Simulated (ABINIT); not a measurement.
Runs of ABINIT 10.8.3 (patched build) on Hf. It takes space group Im-3m (No. 229, cubic). The conventional cell has a = 3.610 Å, b = 3.610 Å, c = 3.610 Å, α = 90.00°, β = 90.00°, γ = 90.00°. Hf (site symmetry m-3m) is surrounded by 8 Hf at 3.13 Å. This isn't the form of Hf at room conditions, which is hcp.

```csv
task,cell,k mesh,smearing,cutoff smearing ecutsm (Ha),stop of the response cycle (tolvrs),acoustic sum rule (asr),ions in elastic constants,cell freedom (optcell),gap on the mesh (eV),pressure (GPa)
elastic constants,cell relaxed at zero pressure by an earlier run,18 × 18 × 18,cold (ABINIT) 0.1 eV,0.5,1e-10,2,relaxed,-,none,(a)
relaxation of cell and atoms,relaxed,8 × 8 × 8,fermi-dirac 0.05 eV,0.5,-,-,-,2,none,0.0
phonons at a zone-boundary q,cell relaxed at zero pressure by an earlier run,12 × 12 × 12,fermi-dirac 0.1 eV,0.5,1e-08,-,-,-,none,-0.3
single point,cell relaxed,8 × 8 × 8,fermi-dirac 0.05 eV,-,-,-,-,-,none,0.0
```

Alike in all rows: level LDA; potentials or basis PseudoDojo NC SR LDA v0.4.1 standard; no spin polarisation; cutoff (eV) 789.

Task: Estimate the missing entries.

Result: (a) -0.4.

Caveats: the mesh is coarse for a metal's response (some runs); some modes are imaginary (some runs).

A k mesh can miss the band edges, and the runs leave out spin-orbit coupling on Hf.

A gap of «none» marks a metal or a gap under the smearing width.
